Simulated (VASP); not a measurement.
A run of VASP 6.6.1:

The input POSCAR:

```
Sb
1.0
    3.1224020000      0.0000000000      0.0000000000
    0.0000000000      4.3475180000      0.0000000000
   -0.0389150000      0.0000000000      4.4058520000
Sb
2
Direct
    0.0113890000      0.2500000000      0.2411660000
    0.9886110000      0.7500000000      0.7588340000
```

Contents of INCAR.step1:

```
ALGO     = Normal         # electronic algorithm
EDIFF    = 1E-5           # SCF threshold, eV
ENCUT    = 520            # plane-wave cutoff, eV
GGA      = PE             # functional
ISIF     = 2              # what is computed and relaxed
ISMEAR   = -1             # smearing method
LASPH    = True           # aspherical terms in the spheres
LCHARG   = False          # write CHGCAR
LREAL    = False          # projectors in reciprocal space
LWAVE    = True           # write WAVECAR
NELM     = 80             # most SCF steps
PREC     = Accurate       # precision mode
SIGMA    = 0.05           # smearing width, eV
```

INCAR.step2

```
AEXX     = 0.05           # exact-exchange fraction
ALGO     = Normal         # electronic algorithm
EDIFF    = 1E-6           # SCF threshold, eV
ENCUT    = 520            # plane-wave cutoff, eV
GGA      = PE             # functional
HFRCUT   = -1           
ISIF     = 2              # what is computed and relaxed
ISMEAR   = -1             # smearing method
ISTART   = 1            
LASPH    = True           # aspherical terms in the spheres
LCHARG   = False          # write CHGCAR
LHFCALC  = True           # exact exchange
LREAL    = False          # projectors in reciprocal space
LWAVE    = False          # write WAVECAR
NELM     = 80             # most SCF steps
PREC     = Accurate       # precision mode
PRECFOCK = Fast         
SIGMA    = 0.05           # smearing width, eV
```

Contents of KPOINTS:

```
k-points
0
Gamma
  5 3 3
```

Potentials or basis: VASP PAW PBE potentials, release 64 (Sb).

Command:

```sh
$ cat potpaw_PBE.64/Sb/POTCAR > POTCAR
$ cp INCAR.step1 INCAR
$ mpirun -np 1 vasp_std > vasp.out
$ cp INCAR.step2 INCAR
$ mpirun -np 1 vasp_std > vasp.out
```

Hardware: 1 thread of Intel(R) Xeon(R) 6975P-C (Granite Rapids), with other jobs on the host.

Q: Estimate the wall time of this run.

A: Run time: 32 s on 1 thread of Intel(R) Xeon(R) 6975P-C (Granite Rapids), with other jobs on the host, peak memory 0.17 GiB. Counts: scf iterations 5, k points 16.
